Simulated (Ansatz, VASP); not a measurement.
# BN in VASP and in Ansatz

```
B N
1.0
     2.55394    0.00000    0.00000
    -1.27697    2.21178    0.00000
     0.00000    0.00000    4.22685
B N
2 2
Direct
  0.66667 0.33333 0.99972
  0.33333 0.66667 0.49972
  0.66667 0.33333 0.62528
  0.33333 0.66667 0.12528
```

Alike in both runs: task single point; functional PBE; k mesh 6 × 6 × 4; occupations gaussian, width 0.1 eV; no spin polarisation.

|  | VASP | Ansatz |
| --- | --- | --- |
| version | VASP 6.6.1 | Ansatz 0.2.0 |
| potentials or method | VASP PAW PBE potentials, release 64 (B, N) | scalar-relativistic, plane waves, PAW |
| plane-wave cutoff (eV) | 520 | 420 |
| valence electrons in the cell | 16 | 16 |

|  | VASP | Ansatz | Ansatz less VASP |
| --- | --- | --- | --- |
| gap on the k mesh at the Fermi level (eV) | 5.20 | 5.21 | +0.017 |
| least direct gap on the mesh (eV) | 8.25 | 8.26 | +0.006 |
| pressure (GPa) | 0.2 | 0.0 | -0.24 |
| largest component of the traceless stress (GPa) | 0.59 | 0.57 | -0.019 |
| rms of the force components (eV/Å) | 0.011 | 0.012 | +0.0012 |

Atom by atom the forces differ by 0.001 eV/Å (rms over components). The functional is the same, so the differences come from potentials, cutoffs and numerics. Ansatz warned: «force_scf_threshold_loose».

Caveats: the k mesh is coarse (spacing up to 0.47 Å⁻¹), so the values aren't converged. A k mesh can miss the band edges.
